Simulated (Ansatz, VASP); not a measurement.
# Two plane-wave programs on Al

```
CELL_PARAMETERS angstrom
0.00000 2.02073 2.02073
2.02073 0.00000 2.02073
2.02073 2.02073 0.00000
ATOMIC_POSITIONS crystal
Al 0.00000 0.00000 0.00000
```

Alike in both runs: task relaxation of cell and atoms; functional PBE; k mesh 18 × 18 × 18; occupations fermi-dirac, width 0.15 eV; no spin polarisation.

```csv
,VASP,Ansatz
version,VASP 6.6.1,Ansatz 0.2.0
potentials or method,"VASP PAW PBE potentials, release 64 (Al)","scalar-relativistic, plane waves, PAW"
plane-wave cutoff (eV),600,420
valence electrons in the cell,3,3
```

Ansatz gave:

* gap on the k mesh at the Fermi level, each at its own relaxed structure (eV): none
* relaxed volume (Å³/atom): 16.51
* relaxed cell length with the largest relative difference (Å): 2.858

Problem. Estimate VASP's values.

Solution. gap on the k mesh at the Fermi level, each at its own relaxed structure (eV): none; relaxed volume (Å³/atom): 16.50; relaxed cell length with the largest relative difference (Å): 2.858.

A gap of «none» marks a metal or a gap that the smearing closes.

Caveats: the relaxation stopped at its first step, so nothing moved.
